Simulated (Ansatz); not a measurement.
# Mo (Im-3m) in Ansatz: further runs

One crystal, Mo, is run at these levels: revPBE+D3(BJ), revPBE+D4; tasks: relaxation of cell and atoms.

Program: Ansatz 0.2.0. These are calculated values, not measurements. Logs are shortened: lines on timing, memory, paths and dates and some standing lists are left out, and cuts for length are marked.

### 1 The crystal as given

It takes space group Im-3m (No. 229, cubic). Conventional cell: a = 3.168 Å, b = 3.168 Å, c = 3.168 Å, α = 90.00°, β = 90.00°, γ = 90.00°. Mo (site symmetry m-3m) has 8 Mo at 2.74 Å as nearest neighbours.

### 2 Relaxation of cell and atoms, revPBE+D3(BJ)

Contents of input.yaml:

```yaml
crystal:
  lattice:
    - [-1.5838089719, 1.5838089719, 1.5838089719]
    - [1.5838089719, -1.5838089719, 1.5838089719]
    - [1.5838089719, 1.5838089719, -1.5838089719]
  atoms:
    - { symbol: Mo, position: [0.0, 0.0, 0.0] }
hamiltonian:
  xc: revpbe
  pseudopotentials: { kind: paw }
  dispersion: d3bj
kpoints:
  mp_grid: { grid: [12, 12, 12] }
scf:
  occupations: { method: fermi_dirac, width: 0.05 }
output:
  forces: true
  stress: true
relax:
  f_tol: 0.01
  max_steps: 40
  cell: { stress_tol: 0.05 }
```

Potentials or basis: Ansatz PAW.

The run is started by

```bash
> ansatz run input.yaml --threads 2 --pin off --max-ram 5632MiB --backend cpu --events-out ev --progress --plain --runs-dir out
```

The log of the run:

```text
Warning: RAYON_NUM_THREADS=2 ignored (pool sized by the plan → 2); use --threads N
Engine: ansatz 0.2.0, x86_64-unknown-linux-gnu
Pseudopotentials: kind: paw
Pseudopotential: Mo, paw, valence charge 14, recommended cutoff 420 eV (normal), Mo.paw.azcp
Functional definition: revPBE
  parameter kappa = 1.245
  parameter beta = 0.06672455060314922
  exchange = pbe_x(kappa = kappa, mu = beta*pi^2/3)
  correlation = pbe_c(beta = beta)
Crystal: 1 atoms, lattice volume = 15.892 Å³
Basis set: ecut = 420 eV, 321 PW (Γ), exchange–correlation on 40×40×40 points (8 copies of the dense FFT grid, shifted against one another)
Bands: 11, of which v1, the nominal top of the filled ones, is band 7 counted from 1 (6 counted from 0)
Symmetry: 48 space group operations
Space group: Im-3m (ITA 229), of the structure as read, at distance tolerance 2.5e-5 Å
k-points: 72 of 1728
Non-local potential: Mo, projectors of the file, l = 0: 3, l = 1: 2, l = 2: 2, l = 3: 1
PAW form: soft (Blöchl's): semilocal exchange-correlation on the pseudo side does not see the compensation charge
PAW frozen core: Mo, regenerated for the run's functional, and the local potential with it (the file was generated under x = pbe(κ = 0.804, μ = 0.2195149727645171), c = pbe(β = 0.06672455060314922))
PAW one-centre angular grid: Mo, 590 points (default); XC on 64 Gauss nodes
Initial density: superposition of atomic densities (neutral atoms: chi_scale 0, normalization atom), corrected by the library's trained network
Initial wavefunctions: pseudopotential atomic-orbital guess
Functional: x = revpbe(κ = 1.245, μ = 0.2195149727645171), c = pbe(β = 0.06672455060314922)
SCF iter   1: F=—  HF=-4962.334401 eV  |F-HF|=—  |Δ(HF+E_count)|=         —  Δρ=1.90e-3  dr2=3.02e-4  ethr=1.77e-3  ⟨swp⟩=5.1  Hψ=4632  notcnv=0
preconditioner: auto → none  [metal: Δε(μ)=0.065 eV  Ē_g=8.198 eV  σ=0.050 eV  W_gap=0.31  n_scr=0 (ndim 8)  ℏωp=22.8 eV  f_vac=0.000  D(μ)=0.33/eV (n_scr^D=0)]
SCF iter   2: F=—  HF=-4962.334483 eV  |F-HF|=—  |Δ(HF+E_count)|=   8.24e-5  Δρ=9.60e-4  dr2=5.65e-5  ethr=2.15e-6  ⟨swp⟩=2.6  Hψ=1891  notcnv=0
SCF iter   3: F=—  HF=-4962.334517 eV  |F-HF|=—  |Δ(HF+E_count)|=   3.33e-5  Δρ=2.46e-4  dr2=6.80e-6  ethr=4.03e-7  ⟨swp⟩=2.1  Hψ=1295  notcnv=0
SCF iter   4: F=—  HF=-4962.334517 eV  |F-HF|=—  |Δ(HF+E_count)|=   6.82e-8  Δρ=5.28e-5  dr2=1.61e-7  ethr=4.86e-8  ⟨swp⟩=2.2  Hψ=1012  notcnv=0
iter 5 did not close the SCF: its close was put off for the readings that it lacked (scf_convergence_deferred on its scf_iter line)
SCF iter   5: F=-4962.334517 eV  HF=-4962.334517 eV  |F-HF|=1.13e-9  |Δ(HF+E_count)|=   4.68e-8  Δρ=4.46e-6  dr2=7.83e-10  ethr=1.15e-9  ⟨swp⟩=2.2  Hψ=1230  notcnv=0
SCF iter   6: F=-4962.334517 eV  HF=-4962.334517 eV  |F-HF|=4.18e-11  |Δ(HF+E_count)|=   1.05e-9  Δρ=1.13e-6  dr2=6.67e-11  ethr=5.59e-12  ⟨swp⟩=1.1  Hψ=2320  notcnv=0
SCF 1 converged in 6 iterations: F = -4962.334517 eV  dr2 = 6.67e-11
relax step   1: F+E_penalty+E_count = -4962.33451657 eV  Δ(F+E_penalty+E_count) = +0.000e0 eV  max|allowed force component| = 0.000e0 eV/Å  Δτ_max = 0.0000 Å  P = -13.348 GPa  Ω = 15.892 Å³  (6 SCF iters, dr2 threshold 1.00e-7 eV, accepted)
Crystal: 1 atoms, lattice volume = 13.679 Å³
Basis set: ecut = 420 eV, 249 PW (Γ), exchange–correlation on 40×40×40 points (8 copies of the dense FFT grid, shifted against one another)
Initial density: handed on by an earlier stage of this run
Initial wavefunctions: those handed on with the density
iter 1 solved again at ethr=2.35e-5 eV; its pass at ethr=3.10e-3 eV (dr2=3.28e-3 eV) is discarded
SCF iter   1: F=—  HF=-4962.227236 eV  |F-HF|=—  |Δ(HF+E_count)|=         —  Δρ=8.61e-3  dr2=3.03e-3  ethr=2.35e-5  ⟨swp⟩=2.2  Hψ=6304  notcnv=0
preconditioner: auto → none  [metal: Δε(μ)=0.078 eV  Ē_g=9.502 eV  σ=0.050 eV  W_gap=0.36  n_scr=0 (ndim 8)  ℏωp=24.6 eV  f_vac=0.000  D(μ)=0.29/eV (n_scr^D=0)]
SCF iter   2: F=—  HF=-4962.229561 eV  |F-HF|=—  |Δ(HF+E_count)|=   2.32e-3  Δρ=4.30e-3  dr2=7.39e-4  ethr=2.16e-5  ⟨swp⟩=1.0  Hψ=792  notcnv=0
SCF iter   3: F=—  HF=-4962.230427 eV  |F-HF|=—  |Δ(HF+E_count)|=   8.66e-4  Δρ=1.96e-4  dr2=2.66e-6  ethr=5.28e-6  ⟨swp⟩=1.8  Hψ=1102  notcnv=0
SCF iter   4: F=—  HF=-4962.230427 eV  |F-HF|=—  |Δ(HF+E_count)|=   8.24e-7  Δρ=6.12e-5  dr2=1.65e-7  ethr=7.14e-10  ⟨swp⟩=5.0  Hψ=2798  notcnv=0
SCF iter   5: F=-4962.230427 eV  HF=-4962.230427 eV  |F-HF|=1.75e-9  |Δ(HF+E_count)|=   1.11e-8  Δρ=1.23e-5  dr2=6.13e-9  ethr=7.14e-10  ⟨swp⟩=4.0  Hψ=2515  notcnv=0
SCF 2 converged in 5 iterations: F = -4962.230427 eV  dr2 = 6.13e-9
relax step   2: F+E_penalty+E_count = -4962.23042653 eV  Δ(F+E_penalty+E_count) = +1.041e-1 eV  max|allowed force component| = 0.000e0 eV/Å  Δτ_max = 0.0000 Å  P = +34.619 GPa  Ω = 13.679 Å³  energy of the carried Pulay correction = +8.746e-4 eV  (5 SCF iters, dr2 threshold 1.00e-7 eV, rejected (line search))
Crystal: 1 atoms, lattice volume = 15.207 Å³
iter 1 solved again at ethr=1.43e-5 eV; its pass at ethr=3.10e-3 eV (dr2=2.00e-3 eV) is discarded
SCF iter   1: F=—  HF=-4962.367121 eV  |F-HF|=—  |Δ(HF+E_count)|=         —  Δρ=6.14e-3  dr2=1.81e-3  ethr=1.43e-5  ⟨swp⟩=2.0  Hψ=6243  notcnv=0
preconditioner: auto → none  [metal: Δε(μ)=0.106 eV  Ē_g=8.571 eV  σ=0.050 eV  W_gap=0.47  n_scr=0 (ndim 8)  ℏωp=23.3 eV  f_vac=0.000  D(μ)=0.28/eV (n_scr^D=0)]
SCF iter   2: F=—  HF=-4962.368484 eV  |F-HF|=—  |Δ(HF+E_count)|=   1.36e-3  Δρ=2.99e-3  dr2=4.22e-4  ethr=1.30e-5  ⟨swp⟩=1.0  Hψ=792  notcnv=0
SCF iter   3: F=—  HF=-4962.369005 eV  |F-HF|=—  |Δ(HF+E_count)|=   5.20e-4  Δρ=3.81e-4  dr2=1.54e-5  ethr=3.01e-6  ⟨swp⟩=2.0  Hψ=1217  notcnv=0
SCF iter   4: F=—  HF=-4962.369000 eV  |F-HF|=—  |Δ(HF+E_count)|=   4.24e-6  Δρ=8.45e-5  dr2=2.55e-7  ethr=1.10e-7  ⟨swp⟩=2.0  Hψ=1161  notcnv=0
SCF iter   5: F=—  HF=-4962.369001 eV  |F-HF|=—  |Δ(HF+E_count)|=   4.89e-7  Δρ=4.87e-6  dr2=1.52e-9  ethr=1.82e-9  ⟨swp⟩=2.4  Hψ=1276  notcnv=0
SCF iter   6: F=-4962.369001 eV  HF=-4962.369001 eV  |F-HF|=8.19e-12  |Δ(HF+E_count)|=  2.64e-10  Δρ=3.99e-7  dr2=9.86e-12  ethr=1.00e-12  ⟨swp⟩=4.7  Hψ=3555  notcnv=0
SCF 3 converged in 6 iterations: F = -4962.369001 eV  dr2 = 9.86e-12
relax step   3: F+E_penalty+E_count = -4962.36900093 eV  Δ(F+E_penalty+E_count) = -3.448e-2 eV  max|allowed force component| = 0.000e0 eV/Å  Δτ_max = 0.0000 Å  P = -2.232 GPa  Ω = 15.207 Å³  energy of the carried Pulay correction = +2.572e-4 eV  (6 SCF iters, accepted)
Crystal: 1 atoms, lattice volume = 15.077 Å³
iter 1 solved again at ethr=1.24e-7 eV; its pass at ethr=3.10e-3 eV (dr2=1.73e-5 eV) is discarded
SCF iter   1: F=—  HF=-4962.369872 eV  |F-HF|=—  |Δ(HF+E_count)|=         —  Δρ=4.96e-4  dr2=1.27e-5  ethr=1.24e-7  ⟨swp⟩=2.1  Hψ=5729  notcnv=0
preconditioner: auto → none  [insulator: Δε(μ)=0.126 eV  Ē_g=8.643 eV  σ=0.050 eV  W_gap=0.54  n_scr=0 (ndim 8)  ℏωp=23.4 eV  f_vac=0.000  D(μ)=0.26/eV (n_scr^D=0)  ε∞_Penn≈8.3]
SCF iter   2: F=—  HF=-4962.369880 eV  |F-HF|=—  |Δ(HF+E_count)|=   7.50e-6  Δρ=2.56e-4  dr2=3.13e-6  ethr=9.09e-8  ⟨swp⟩=1.0  Hψ=792  notcnv=0
SCF iter   3: F=—  HF=-4962.369883 eV  |F-HF|=—  |Δ(HF+E_count)|=   2.96e-6  Δρ=2.97e-5  dr2=1.13e-7  ethr=2.23e-8  ⟨swp⟩=2.0  Hψ=1214  notcnv=0
SCF iter   4: F=-4962.369883 eV  HF=-4962.369883 eV  |F-HF|=3.75e-10  |Δ(HF+E_count)|=   4.71e-8  Δρ=7.78e-6  dr2=2.78e-9  ethr=7.14e-10  ⟨swp⟩=4.0  Hψ=2471  notcnv=0
SCF 4 converged in 4 iterations: F = -4962.369883 eV  dr2 = 2.78e-9
relax step   4: F+E_penalty+E_count = -4962.36988270 eV  Δ(F+E_penalty+E_count) = -8.818e-4 eV  max|allowed force component| = 0.000e0 eV/Å  Δτ_max = 0.0000 Å  P = +0.207 GPa  Ω = 15.077 Å³  energy of the carried Pulay correction = +3.075e-4 eV  (4 SCF iters, dr2 threshold 1.00e-7 eV, accepted)
Crystal: 1 atoms, lattice volume = 15.088 Å³
iter 1 solved again at ethr=9.80e-10 eV; its pass at ethr=3.10e-3 eV (dr2=1.37e-7 eV) is discarded
SCF iter   1: F=—  HF=-4962.369886 eV  |F-HF|=—  |Δ(HF+E_count)|=         —  Δρ=4.22e-5  dr2=9.45e-8  ethr=9.80e-10  ⟨swp⟩=2.0  Hψ=5540  notcnv=0
preconditioner: auto → none  [insulator: Δε(μ)=0.125 eV  Ē_g=8.636 eV  σ=0.050 eV  W_gap=0.54  n_scr=0 (ndim 8)  ℏωp=23.4 eV  f_vac=0.000  D(μ)=0.26/eV (n_scr^D=0)  ε∞_Penn≈8.4]
SCF iter   2: F=-4962.369885 eV  HF=-4962.369885 eV  |F-HF|=1.53e-8  |Δ(HF+E_count)|=   1.89e-7  Δρ=2.09e-5  dr2=2.25e-8  ethr=6.75e-10  ⟨swp⟩=3.0  Hψ=2091  notcnv=0
SCF 5 converged in 2 iterations: F = -4962.369885 eV  dr2 = 2.25e-8
relax step   5: F+E_penalty+E_count = -4962.36988541 eV  Δ(F+E_penalty+E_count) = -2.712e-6 eV  max|allowed force component| = 0.000e0 eV/Å  Δτ_max = 0.0000 Å  P = -0.004 GPa  Ω = 15.088 Å³  energy of the carried Pulay correction = +3.032e-4 eV  (2 SCF iters, dr2 threshold 1.00e-7 eV, accepted)
Initial wavefunctions: pseudopotential atomic-orbital guess (no wavefunctions were taken with the density)
iter 1 solved again at ethr=1.04e-8 eV; its pass at ethr=3.10e-3 eV (dr2=1.46e-6 eV) is discarded
SCF iter   1: F=—  HF=-4962.369555 eV  |F-HF|=—  |Δ(HF+E_count)|=         —  Δρ=1.50e-4  dr2=4.53e-7  ethr=1.04e-8  ⟨swp⟩=3.2  Hψ=7059  notcnv=0
SCF iter   2: F=—  HF=-4962.369555 eV  |F-HF|=—  |Δ(HF+E_count)|=   3.50e-8  Δρ=7.33e-5  dr2=1.01e-7  ethr=3.24e-9  ⟨swp⟩=2.0  Hψ=1161  notcnv=0
SCF iter   3: F=—  HF=-4962.369555 eV  |F-HF|=—  |Δ(HF+E_count)|=   1.24e-7  Δρ=6.19e-6  dr2=3.21e-9  ethr=7.19e-10  ⟨swp⟩=2.8  Hψ=1349  notcnv=0
SCF iter   4: F=—  HF=-4962.369555 eV  |F-HF|=—  |Δ(HF+E_count)|=  3.67e-10  Δρ=1.89e-6  dr2=1.65e-10  ethr=2.29e-11  ⟨swp⟩=2.0  Hψ=1196  notcnv=0
SCF iter   5: F=-4962.369555 eV  HF=-4962.369555 eV  |F-HF|=0.00e0  |Δ(HF+E_count)|=  6.00e-11  Δρ=2.27e-7  dr2=2.18e-12  ethr=1.00e-12  ⟨swp⟩=3.7  Hψ=3346  notcnv=0
SCF 6 converged in 5 iterations: F = -4962.369555 eV  dr2 = 2.18e-12
relax step   6: F+E_penalty+E_count = -4962.36955529 eV  Δ(F+E_penalty+E_count) = +3.301e-4 eV  max|allowed force component| = 0.000e0 eV/Å  Δτ_max = 0.0000 Å  P = +0.007 GPa  Ω = 15.088 Å³  stress off target by 7.21e-3 GPa  SCF on the basis re-selected at this cell (its energy is not comparable with the rows above)  (5 SCF iters)
basis re-selected at this cell: Δ(F+E_penalty+E_count) = +3.301e-4 eV, ΔP = +0.011 GPa vs the last step (what re-selecting the basis moved, of the pressure what is left beyond the Pulay correction that the steps carried, after the strain that the cell walked since its last selection, with what the two solves' SCF thresholds leave and, on support functions, any second-order correction that the steps lacked; it is no measure of the basis error at this ecutwfc). This SCF's stress stands 7.21e-3 GPa from its target on what of the cell is left free (relax.cell.stress_tol is 5.00e-2 GPa) and its largest allowed force component is 0.00e0 eV/Å (relax.f_tol is 1.00e-2 eV/Å): within both
SCF converged after 5 iterations
Free energy (F): -4962.369555 eV
Harris-Foulkes:  -4962.369555 eV  (|F-HF|=0.00e0)
Internal energy: -4962.367346 eV  (E = F + TS)
E sigma→0 (E₀):  -4962.368451 eV
Entropy (-TS):   -0.002209 eV (-2.209 meV/atom)
Fermi energy:    21.987668 eV
--- Per-component energies (eV) ---
  E_band       = -42.406219
  E_kinetic    = 442.683305
  E_local      = -757.561185  (includes V_loc(G=0)·N_el)
  E_nonlocal   = 142.151527
  E_hartree    = 251.916418
  E_xc         = -184.329150
  E_vxc        = -229.950037  (∫ρ·V_xc dr)
  E_paw        = -3206.218914  (= ΣΔE_a)
  E_vpaw       = -143.562723  (= ΣTr[D̂ρ^β])
  E_aug_tail   = 0.000047  (compensation charges beyond the density's cutoff)
  E_ewald      = -1649.560231
  E_disp       = -1.383574  (pairwise vdW)
  E_core_change = -0.065588  (= ΣΔE_core)
  E_smearing   = -0.002209  (= −TS)
  E_closure    = 0.000000  (closes the sum)
  Σ components = -4962.369555   (vs F -4962.369555, Δ=0.00e0)
--- Forces (eV/Å), atoms counted from 1 ---
  atom   1  Mo    -0.00000000     0.00000000    -0.00000000
  max |Σ_I F_I| component: 2.77e-32 eV/Å
--- Stress (GPa, compression-positive) ---
        0.007210      -0.000000      -0.000000
       -0.000000       0.007210      -0.000000
       -0.000000      -0.000000       0.007210
  P = ⅓ Tr σ = 0.0072 GPa (0.072 kbar)
--- Relaxed structure (5 steps of the walk, 4 accepted, 1 SCFs on fresh bases) ---
  F+E_penalty+E_count = -4962.36955529 eV   max|allowed force component| = 0.000e0 eV/Å   (the final SCF, on the basis selected at the relaxed cell)
  cell:  # Å, volume = 15.0879 Å³
    - [-1.5566451318131078, 1.5566451318131078, 1.5566451318131078]
    - [1.5566451318131078, -1.5566451318131078, 1.5566451318131078]
    - [1.5566451318131078, 1.5566451318131078, -1.5566451318131078]
  atoms:
    - { symbol: Mo, position: [0.0, 0.0, 0.0] }
```

It took 3.9 s on 2 threads of Intel Xeon at 2.70GHz, shared host; peak memory 0.31 GiB.

Results:

```
Free energy                            : -4962.3696 eV
Relaxed volume                         : 15.09 Å³/atom
Relaxed cell                           : a = 2.696 Å, b = 2.696 Å, c = 2.696 Å, α = 109.47°, β = 109.47°, γ = 109.47°
Space group after relaxing (to 0.05 Å) : Im-3m (No. 229)
Energy gained by relaxing              : 35.0 meV/atom
Ionic steps                            : 5
Pressure after relaxing                : 0.0 GPa
```

The path:
```csv
step,energy change (eV),largest force (eV/Å),volume (Å³)
1,0.0000,0.0000,15.89
2,-0.0345,0.0000,15.21
3,-0.0354,0.0000,15.08
4,-0.0354,0.0000,15.09
5,-0.0350,0.0000,15.09
```

Final structure:
```xyz
1
Lattice="-1.5566 1.5566 1.5566 1.5566 -1.5566 1.5566 1.5566 1.5566 -1.5566" Properties=species:S:1:pos:R:3 pbc="T T T"
Mo    0.0000    0.0000    0.0000
```

Caveat: the plane-wave basis is chosen anew once the cell has moved, so the energies of steps on either side of that aren't comparable; the PAW data sets come from PBE, with cores solved anew for the run's functional, which leaves a small shift of forces and pressure.

### 3 Relaxation of cell and atoms, revPBE+D4

Changes to input.yaml since step 2:

```diff
@@ -10,3 +10,3 @@
   pseudopotentials: { kind: paw }
-  dispersion: d3bj
+  dispersion: d4
 kpoints:
```

Potentials or basis: Ansatz PAW.

The run is started by

```bash
> ansatz run input.yaml --threads 2 --pin off --max-ram 5632MiB --backend cpu --events-out ev --progress --plain --runs-dir out
```

Run time: 4 s. Hardware: 2 threads of Intel Xeon at 2.70GHz, shared host; peak memory 0.31 GiB.

Results (log left out):

```yaml
Free_energy: -4961.9764 eV
Relaxed_volume: 15.36 Å³/atom
Relaxed_cell: a = 2.712 Å, b = 2.712 Å, c = 2.712 Å, α = 109.47°, β = 109.47°, γ = 109.47°
Space_group_after_relaxing_to_0.05_Å: Im-3m (No. 229)
Energy_gained_by_relaxing: 14.8 meV/atom
Ionic_steps: 4
Pressure_after_relaxing: 0.0 GPa
```

Step by step:
```tsv
step	energy change (eV)	largest force (eV/Å)	volume (Å³)
1	0.0000	0.0000	15.89
2	-0.0148	0.0000	15.42
3	-0.0150	0.0000	15.36
4	-0.0148	0.0000	15.36
```

Final structure:
```
CELL_PARAMETERS angstrom
-1.56606 1.56606 1.56606
1.56606 -1.56606 1.56606
1.56606 1.56606 -1.56606
ATOMIC_POSITIONS crystal
Mo 0.00000 0.00000 0.00000
```

Caveat: the plane-wave basis is chosen anew once the cell has moved, so the energies of steps on either side of that aren't comparable; the PAW data sets come from PBE, with cores solved anew for the run's functional, which leaves a small shift of forces and pressure.
